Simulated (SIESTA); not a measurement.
CuO under changes of volume

One of the cells (11.274 Å³/atom); the others are scaled copies at fixed shape and fractional positions:

```xyz
4
Lattice="2.0042 -2.1678 0.0000 2.0042 2.1678 0.0000 0.0000 0.0000 5.1901" Properties=species:S:1:pos:R:3 pbc="T T T"
Cu    1.0021   -1.0839    0.0000
Cu    1.0021    1.0839    2.5950
O     2.0042    0.0000    1.2975
O     2.0042    0.0000    3.8926
```

Measurements of this composition are mostly on another form, of space group No. 15.

```yaml
Program: SIESTA 5.4.2
Functional: PBEsol
Potentials_or_basis: PseudoDojo 0.4 standard (PBEsol files)
Basis: DZP (energy shift 0.003 Ry; two zetas on semicore shells)
Grid_cutoff: 800 Ry
Energy_shift: 0.003 Ry
k_mesh: 9 × 9 × 5
Occupations: fermi-dirac, width 0.05 eV
Spin: no spin polarisation
```

```csv
volume (Å³/atom),energy over the lowest point (meV/atom),pressure (GPa)
10.390,5.61,6.0
10.611,?,?
10.832,0.00,-1.5
11.274,12.83,-7.5
11.496,24.95,-10.0
11.717,40.30,-12.2
```

Question: What does the run at 10.611 Å³/atom give?

Answer: Energy over the lowest point 0.19 meV/atom; pressure 1.9 GPa.

Worked out: A Birch-Murnaghan fit of order 3 (a polynomial in V^(-2/3)) to the other rows has its minimum at 10.73 Å³/atom with B0 = V·E''(V) = 170 GPa and B' = 4.7 at fixed shape and positions, which overstates the stiffness. It gives 0.23 meV/atom at 10.611 Å³/atom, against the run's 0.19, and -dE/dV = 2.0 GPa, against 1.9.

Energies are extrapolated to zero smearing.

Caveats: short orbitals over semicore shells can move pressures by several GPa; the basis of atomic orbitals isn't converged, which shifts pressures, moduli and gaps; the run has no spin polarisation, though such a crystal can be magnetic.
